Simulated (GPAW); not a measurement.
Input of a GPAW 26.7.0 run:

File run.py:

```python
from ase import Atoms
from ase.dft.bandgap import bandgap
from ase.io import write
from gpaw import GPAW, PW

atoms = Atoms(['Hf', 'Hf', 'O', 'O', 'O', 'O'],
              cell=[[3.55801933, 0.0, 0.0],
                    [0.0, 3.55801933, 0.0],
                    [0.0, 0.0, 5.17186121]],
              scaled_positions=[[0.0, 0.0, 0.0],
                                [0.5, 0.5, 0.5],
                                [0.0, 0.5, 0.19720788],
                                [0.5, 0.0, 0.30279212],
                                [0.5, 0.0, 0.80279212],
                                [0.0, 0.5, 0.69720788]],
              pbc=True)

calc = GPAW(mode=PW(800),
            xc='TB09',
            kpts={'size': (6, 6, 4), 'gamma': True},
            occupations={'name': 'fermi-dirac', 'width': 0.05},
            nbands=43,
            convergence={'density': 1e-05, 'energy': 1e-05},
            eigensolver='cg',
            maxiter=150,
            txt='gpaw.txt')
atoms.calc = calc
energy = atoms.get_potential_energy()
calc.write('gs.gpw')
write('result.traj', atoms)
print('Fermi level:', round(calc.get_fermi_level(), 4), 'eV')
print(f'Gap: {bandgap(calc)[0]:.4f} eV, direct: {bandgap(calc, direct=True)[0]:.4f} eV')
```

Potentials or basis: GPAW PAW data sets for LDA (gpaw-data 1.2.1), pw.

Command:

```sh
$ OMP_NUM_THREADS=1 python run.py
```

Estimate the band gap on the k mesh.

6.36 eV, indirect (least direct gap 6.42 eV).

Caveat: a model potential gives levels but no total energy; spin-orbit coupling is left out, which moves the levels of the heavy elements. A k mesh can miss the band edges.
